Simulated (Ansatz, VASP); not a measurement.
**AlRu in VASP and in Ansatz**

```xyz
2
Lattice="2.9930 0.0000 0.0000 0.0000 2.9930 0.0000 0.0000 0.0000 2.9930" Properties=species:S:1:pos:R:3 pbc="T T T"
Al    0.0251    0.0000    0.0000
Ru    1.5216    1.4965    1.4965
```

Alike in both runs: functional PBE; k mesh 4 × 4 × 4; occupations gaussian, width 0.1 eV; no spin polarisation.

Ansatz relaxed the structure, and its values are those at the end. VASP's run is a single point on that final structure, the one shown.

|  | VASP | Ansatz |
| --- | --- | --- |
| version | VASP 6.6.1 | Ansatz 0.2.0 |
| potentials or method | VASP PAW PBE potentials, release 64 (Al, Ru_pv) | scalar-relativistic, plane waves, PAW |
| plane-wave cutoff (eV) | 520 | 420 |
| valence electrons in the cell | 17 | 19 |

```tsv
	VASP	Ansatz	Ansatz less VASP
gap on the k mesh at the Fermi level (eV)	none	none	-
pressure (GPa)	0.0	0.0	+0.02
```

A gap of «none» marks a metal or a gap that the smearing closes. The functional is the same, so the differences come from potentials, cutoffs and numerics. The two sets of potentials don't hold the same shells in valence.

Caveats: the k mesh is coarse (spacing up to 0.52 Å⁻¹), so the values aren't converged.
